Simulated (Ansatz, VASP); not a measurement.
## Mg: VASP beside Ansatz

```
CELL_PARAMETERS angstrom
3.20927 0.00000 0.00000
-1.60464 2.77931 0.00000
0.00000 0.00000 5.21033
ATOMIC_POSITIONS crystal
Mg 0.33333 0.66667 0.25000
Mg 0.66667 0.33333 0.75000
```

Alike in both runs: task single point; functional LDA; k mesh 18 × 18 × 10; occupations gaussian, width 0.15 eV; no spin polarisation.

|  | VASP | Ansatz |
| --- | --- | --- |
| version | VASP 6.6.1 | Ansatz 0.2.0 |
| potentials or method | VASP PAW LDA potentials, release 64 (Mg) | scalar-relativistic, plane waves, PAW |
| plane-wave cutoff (eV) | 520 | 420 |
| valence electrons in the cell | 4 | 20 |

Ansatz gave:

| Quantity | Value |
| --- | --- |
| gap on the k mesh at the Fermi level (eV) | none |
| pressure (GPa) | -2.5 |
| largest component of the traceless stress (GPa) | 0.07 |

Task: Estimate VASP's values.

Result: gap on the k mesh at the Fermi level (eV): none; pressure (GPa): -2.8; largest component of the traceless stress (GPa): 0.07.

A gap of «none» marks a metal or a gap that the smearing closes. The two sets of potentials don't hold the same shells in valence.
